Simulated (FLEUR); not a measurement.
Crystal: BP.

```
CELL_PARAMETERS angstrom
0.00000 2.26900 2.26900
2.26900 0.00000 2.26900
2.26900 2.26900 0.00000
ATOMIC_POSITIONS crystal
P 0.75000 0.75000 0.75000
B 0.00000 0.00000 0.00000
```

Base run:

```yaml
Program: FLEUR MaX-R8.1 (later development tree)
Functional: PBEsol
Potentials_or_basis: all-electron
Basis: FLAPW
Kmax: 5.33 1/bohr
k_mesh: 10 × 10 × 10
Occupations: fermi-dirac, width 0.05 eV
Spin: no spin polarisation
```

Its results: band gap on the k mesh 1.14 eV, indirect (least direct gap 3.37 eV).

Question: The run is repeated on the same cell with these changes: functional from PBEsol to LDA. What comes out?

Answer: Band gap on the k mesh 1.19 eV, indirect (least direct gap 3.38 eV).

Not every run made on this cell is shown here.
